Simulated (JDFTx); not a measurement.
# GaN (P6_3mc) in JDFTx: settings compared

One crystal, GaN, is run at these levels: LDA, PBE; tasks: single point.

All numbers are computed with JDFTx 1.7.0 (patched build); they aren't measurements. Logs are shortened: lines on timing, memory, paths and dates and some standing lists are left out, and cuts for length are marked. The log counts tension as positive stress, the text compression.

**What was measured.**

From “Studying electronic properties in GaN without electrical contacts using γ-γ vs e−-γ Perturbed Angular Correlations”, 2019, pmc:6823545, for a bulk crystal of GaN: band gap 3.503 ± 0.005 eV (direct).

How close the calculation comes is told below.

## 1. The structure

The structure is hexagonal, space group P6_3mc (No. 186). Conventional cell: a = 3.180 Å, b = 3.180 Å, c = 5.166 Å, α = 90.00°, β = 90.00°, γ = 120.00°. Ga (site symmetry 3m) is surrounded by 4 N at 1.94 to 1.95 Å. N (site symmetry 3m) has 4 Ga at 1.94 to 1.95 Å as nearest neighbours.

## 2. Single point, LDA

Input file GaN.in:

```
lattice \
    3.1800000000    -1.5900000000     0.0000000000 \
    0.0000000000     2.7539607840     0.0000000000 \
    0.0000000000     0.0000000000     5.1660000000
latt-scale 1.889726124626 1.889726124626 1.889726124626
coords-type Lattice
ion Ga     0.6666666667     0.3333333333     0.5000000000 1
ion Ga     0.3333333333     0.6666666667     0.0000000000 1
ion N      0.6666666667     0.3333333333     0.8750000000 1
ion N      0.3333333333     0.6666666667     0.3750000000 1

ion-species pseudo/Ga.upf
ion-species pseudo/N.upf
elec-cutoff 42 336
elec-ex-corr lda-PW
kpoint-folding 10 10 5
elec-smearing Fermi 0.0018374661
elec-n-bands 25
electronic-SCF nIterations 100 energyDiffThreshold 1e-09
electronic-minimize nIterations 30 energyDiffThreshold 1e-7
converge-empty-states yes
forces-output-coords Cartesian

dump-name run.$VAR
dump End Ecomponents EigStats BandEigs Kpoints Forces Stress ElecDensity
```

Potentials or basis: PseudoDojo-SR-LDA-0.4.1-standard.

On the command line:

```sh
jdftx -c 1 -i GaN.in -o GaN.out
```

Log:

```text
*************** JDFTx 1.7.0 (patched build) ***************

Input parsed successfully to the following command list (including defaults):
[... the input with its defaults ...]

---------- Setting up symmetries ----------

Found 24 point-group symmetries of the bravais lattice
Found 12 space-group symmetries with basis
Applied RMS atom displacement 3.46949e-10 bohrs to make symmetries exact.

---------- Initializing the Grid ----------
R =
[      6.00933     -3.00466            0  ]
[            0      5.20423            0  ]
[            0            0      9.76233  ]
unit cell volume = 305.306
G =
[    1.04557   0.603661         -0  ]
[          0    1.20732          0  ]
[          0         -0   0.643616  ]
Minimum fftbox size, Smin = [  52  52  84  ]
Chosen fftbox size, S = [  54  54  84  ]

---------- Initializing tighter grid for wavefunction operations ----------
R =
[      6.00933     -3.00466            0  ]
[            0      5.20423            0  ]
[            0            0      9.76233  ]
unit cell volume = 305.306
G =
[    1.04557   0.603661         -0  ]
[          0    1.20732          0  ]
[          0         -0   0.643616  ]
Minimum fftbox size, Smin = [  36  36  60  ]
Chosen fftbox size, S = [  36  36  60  ]

---------- Exchange Correlation functional ----------
Initalized Slater LDA exchange.
Initalized Perdew-Wang LDA correlation.

---------- Setting up pseudopotentials ----------
Width of ionic core gaussian charges (only for fluid interactions / plotting) set to 0

Reading pseudopotential file 'pseudo/Ga.upf':
  'Ga' pseudopotential, 'SLA  PW   NOGX NOGC' functional
  Generated using ONCVPSP code by D. R. Hamann
  13 valence electrons, 3 orbitals, 6 projectors, 1001 radial grid points, with lMax = 2
    3D    l: 2   occupation: 10.0   eigenvalue: -0.713198
    4S    l: 0   occupation:  2.0   eigenvalue: -0.337001
    4P    l: 1   occupation:  1.0   eigenvalue: -0.100440
  Core radius for overlap checks: 1.84 bohrs.

Reading pseudopotential file 'pseudo/N.upf':
  'N' pseudopotential, 'SLA  PW   NOGX NOGC' functional
  Generated using ONCVPSP code by D. R. Hamann
  5 valence electrons, 2 orbitals, 4 projectors, 1001 radial grid points, with lMax = 1
    2S    l: 0   occupation:  2.0   eigenvalue: -0.676963
    2P    l: 1   occupation:  3.0   eigenvalue: -0.266038
  Core radius for overlap checks: 1.31 bohrs.

Initialized 2 species with 4 total atoms.

Folded 1 k-points by 10x10x5 to 500 k-points.

---------- Setting up k-points, bands, fillings ----------
Adding inversion symmetry to k-mesh for non-inversion-symmetric unit cell.
Reduced to 42 k-points under symmetry.
Computing the number of bands and number of electrons
Calculating initial fillings.
nElectrons:  36.000000   nBands: 25   nStates: 42

----- Setting up reduced wavefunction bases (one per k-point) -----
average nbasis = 3968.638 , ideal nbasis = 3969.208

---------- Setting up ewald sum ----------
Optimum gaussian width for ewald sums = 2.132122 bohr.
Real space sum over 1089 unit cells with max indices [  5  5  4  ]
Reciprocal space sum over 2873 terms with max indices [  6  6  8  ]

---------- Allocating electronic variables ----------
Initializing wave functions:  linear combination of atomic orbitals
Ga pseudo-atom occupations:   s ( 2 )  p ( 1 )  d ( 10 )
N pseudo-atom occupations:   s ( 2 )  p ( 3 )
	FillingsUpdate:  mu: +0.587824634  nElectrons: 36.000000
LCAOMinimize: Iter:   0  F: -154.3890400093660844  |grad|_K:  6.543e-03  alpha:  1.000e+00
	FillingsUpdate:  mu: +0.452271117  nElectrons: 36.000000
LCAOMinimize: Iter:   1  F: -154.6474175280810357  |grad|_K:  4.447e-04  alpha:  3.519e-01  linmin: -3.525e-01  cgtest:  9.354e-01
LCAOMinimize: Encountered beta<0, resetting CG.
[... 6 lines of inner loops ...]
	FillingsUpdate:  mu: +0.443417731  nElectrons: 36.000000
LCAOMinimize: Iter:   5  F: -154.6485317655140079  |grad|_K:  1.867e-08  alpha:  7.408e-01  linmin: -6.188e-02  cgtest:  1.103e-01
LCAOMinimize: Encountered beta<0, resetting CG.
LCAOMinimize: Converged (|Delta F|<1.000000e-06 for 2 iters).

-------- Electronic minimization -----------
Will mix electronic density at each iteration.
	FillingsUpdate:  mu: +0.443417731  nElectrons: 36.000000
	FillingsUpdate:  mu: +0.427670445  nElectrons: 36.000000
SCF: Cycle:  0   F: -154.736600373724485   dF: -8.807e-02   |Residual|: 8.314e-02   |deigs|: 3.351e-02
	FillingsUpdate:  mu: +0.420393793  nElectrons: 36.000000
SCF: Cycle:  1   F: -154.741058544664213   dF: -4.458e-03   |Residual|: 3.189e-02   |deigs|: 5.425e-03
	FillingsUpdate:  mu: +0.420965378  nElectrons: 36.000000
SCF: Cycle:  2   F: -154.741257711256196   dF: -1.992e-04   |Residual|: 1.237e-02   |deigs|: 1.315e-03
	FillingsUpdate:  mu: +0.421521978  nElectrons: 36.000000
SCF: Cycle:  3   F: -154.741283213828979   dF: -2.550e-05   |Residual|: 1.932e-03   |deigs|: 6.254e-04
	FillingsUpdate:  mu: +0.421673855  nElectrons: 36.000000
SCF: Cycle:  4   F: -154.741286316116316   dF: -3.102e-06   |Residual|: 3.728e-04   |deigs|: 5.162e-04
	FillingsUpdate:  mu: +0.421699756  nElectrons: 36.000000
SCF: Cycle:  5   F: -154.741286961066010   dF: -6.449e-07   |Residual|: 1.928e-04   |deigs|: 1.101e-04
	FillingsUpdate:  mu: +0.421717179  nElectrons: 36.000000
SCF: Cycle:  6   F: -154.741287161433661   dF: -2.004e-07   |Residual|: 3.957e-05   |deigs|: 9.019e-05
	FillingsUpdate:  mu: +0.421713039  nElectrons: 36.000000
SCF: Cycle:  7   F: -154.741287240692145   dF: -7.926e-08   |Residual|: 1.694e-05   |deigs|: 1.233e-04
	FillingsUpdate:  mu: +0.421712252  nElectrons: 36.000000
SCF: Cycle:  8   F: -154.741287268788085   dF: -2.810e-08   |Residual|: 1.416e-05   |deigs|: 8.431e-05
	FillingsUpdate:  mu: +0.421711980  nElectrons: 36.000000
SCF: Cycle:  9   F: -154.741287281708594   dF: -1.292e-08   |Residual|: 7.884e-06   |deigs|: 1.968e-04
	FillingsUpdate:  mu: +0.421711852  nElectrons: 36.000000
SCF: Cycle: 10   F: -154.741287285396567   dF: -3.688e-09   |Residual|: 2.646e-06   |deigs|: 1.048e-04
	FillingsUpdate:  mu: +0.421711655  nElectrons: 36.000000
SCF: Cycle: 11   F: -154.741287286969907   dF: -1.573e-09   |Residual|: 1.298e-06   |deigs|: 4.629e-05
	FillingsUpdate:  mu: +0.421711745  nElectrons: 36.000000
SCF: Cycle: 12   F: -154.741287287457766   dF: -4.879e-10   |Residual|: 9.192e-07   |deigs|: 3.253e-05
	FillingsUpdate:  mu: +0.421711691  nElectrons: 36.000000
SCF: Cycle: 13   F: -154.741287287689175   dF: -2.314e-10   |Residual|: 8.032e-07   |deigs|: 8.375e-05
SCF: Converged (|Delta E|<1.000000e-09 for 2 iters).

Setting wave functions to eigenvectors of Hamiltonian
Converging empty states (this may take a while): |deigs|: 1.031e-03

# Stress tensor in Cartesian coordinates [Eh/a0^3]:
[  0.000185461            0            0  ]
[            0  0.000185461            0  ]
[            0            0  0.000113916  ]

# Ionic positions in lattice coordinates:
ion Ga   0.666666666666667   0.333333333333333   0.500000000000000 1
ion Ga   0.333333333333333   0.666666666666667   0.000000000000000 1
ion N   0.666666666666667   0.333333333333333   0.875000000000000 1
ion N   0.333333333333333   0.666666666666667   0.375000000000000 1

# Forces in Cartesian coordinates:
force Ga   0.000000000000000   0.000000000000000  -0.002437237514361 1
force Ga  -0.000000000000000  -0.000000000000000  -0.002437237514361 1
force N  -0.000000000000000   0.000000000000000   0.002436819293012 1
force N  -0.000000000000000  -0.000000000000000   0.002436819293012 1

# Energy components:
   Eewald =     -117.0034741837154115
       EH =       43.4550256015549792
     Eloc =     -113.9245739971901656
      Enl =      -78.6705576897142436
      Exc =      -47.3421642840537658
 Exc_core =       18.8083278988554277
       KE =      139.9361293665751589
-------------------------------------
     Etot =     -154.7412872876879817
       TS =        0.0000000000012055
-------------------------------------
        F =     -154.7412872876891754

IonicMinimize: Iter:   0  F: -154.741287287689175  |grad|_K:  1.407e-03
IonicMinimize: None of the convergence criteria satisfied after 0 iterations.

#--- Lowdin population analysis ---
# oxidation-state Ga +0.802 +0.802
# oxidation-state N -0.773 -0.773

Dumping 'run.eigStats' ...
	eMin: -0.201663 at state 0 ( [ +0.000000 +0.000000 +0.000000 ] spin 0 )
	HOMO: +0.383449 at state 0 ( [ +0.000000 +0.000000 +0.000000 ] spin 0 )
	mu  : +0.421712
	LUMO: +0.457346 at state 0 ( [ +0.000000 +0.000000 +0.000000 ] spin 0 )
	eMax: +0.858726 at state 41 ( [ +0.300000 +0.300000 +0.400000 ] spin 0 )
	HOMO-LUMO gap: +0.073897
	Optical gap  : +0.073897 at state 0 ( [ +0.000000 +0.000000 +0.000000 ] spin 0 )
Done!
[note: mu as printed may lie anywhere between the filled and the empty levels]
```

Wall time 2.4 min (1 thread of Arm Neoverse V2, shared host); peak memory 0.25 GiB.

What came out:

```yaml
Free_energy: -4210.7249 eV
Pressure: -4.8 GPa
Largest_force: 0.125 eV/Å
Band_gap_on_the_k_mesh: 2.01 eV, direct
Loewdin_charges: Ga +0.80; N -0.77 e
```

Forces on the atoms (eV/Å):
```
Ga   0.000  0.000 -0.125
Ga   0.000  0.000 -0.125
N    0.000  0.000  0.125
N    0.000  0.000  0.125
```

## 3. Single point, PBE

Input file GaN.in:

```
lattice \
    6.0093290763    -3.0046645382     0.0000000000 \
    0.0000000000     5.2042316397     0.0000000000 \
    0.0000000000     0.0000000000     9.7623251598
coords-type Cartesian
ion Ga     3.0046645385     1.7347438797     4.8811625799 1
ion Ga    -0.0000000003     3.4694877600     0.0000000000 1
ion N      3.0046645385     1.7347438797     8.5420345148 1
ion N     -0.0000000003     3.4694877600     3.6608719349 1

ion-species pseudo/Ga.upf
ion-species pseudo/N.upf
elec-cutoff 42 336
elec-ex-corr gga-PBE
kpoint-folding 10 10 5
elec-smearing Fermi 0.0018374661
elec-n-bands 25
electronic-SCF nIterations 100 energyDiffThreshold 1e-09
electronic-minimize nIterations 30 energyDiffThreshold 1e-7
converge-empty-states yes
forces-output-coords Cartesian

dump-name run.$VAR
dump End Ecomponents EigStats BandEigs Kpoints Forces Stress ElecDensity Dtot KEdensity
```

Potentials or basis: PseudoDojo-SR-PBE-0.5-standard.

On the command line:

```sh
jdftx -c 1 -i GaN.in -o GaN.out
```

Run time: 2.5 min. Hardware: 1 thread of Arm Neoverse V2, shared host; peak memory 0.26 GiB.

It converged, with:

```yaml
Free_energy: -4197.6659 eV
Pressure: 7.5 GPa
Largest_force: 0.137 eV/Å
Band_gap_on_the_k_mesh: 2.01 eV, direct
Loewdin_charges: Ga +0.84; N -0.81 e
```

Forces on the atoms (eV/Å):
```
Ga   0.000  0.000 -0.137
Ga   0.000  0.000 -0.137
N    0.000  0.000  0.137
N    0.000  0.000  0.137
```

Stress tensor (GPa, compression positive):
```
6.76 0.00 0.00
0.00 6.76 0.00
0.00 0.00 8.89
```

Levels at points of the mesh, in eV from the valence-band top:
| k point | band 16 | band 17 | band 18 | band 19 | band 20 |
| --- | --- | --- | --- | --- | --- |
| (0.00, 0.00, 0.00) | -0.06 | 0.00 | 0.00 | 2.01 | 4.34 |
| (0.00, 0.50, 0.00) | -2.77 | -2.25 | -0.98 | 5.11 | 5.64 |

## 4. Comparison with measurements

Step 2. Against the measured gap of GaN, 3.503 eV (direct; quoted in “Studying electronic properties in GaN without electrical contacts using γ-γ vs e−-γ Perturbed Angular Correlations”, 2019, pmc:6823545), the calculated 2.01 eV is off by -1.49 eV. Spin-orbit coupling on Ga is left out. The value is that of LDA, without temperature or zero-point motion. Semilocal functionals fall short of measured gaps as a rule.

Step 3. Measured gap of GaN: 3.503 eV (direct; quoted in “Studying electronic properties in GaN without electrical contacts using γ-γ vs e−-γ Perturbed Angular Correlations”, 2019, pmc:6823545). This calculation gives 2.01 eV (-1.50 eV). Spin-orbit coupling on Ga is left out. The value is that of PBE, without temperature or zero-point motion. Semilocal functionals fall short of measured gaps as a rule.
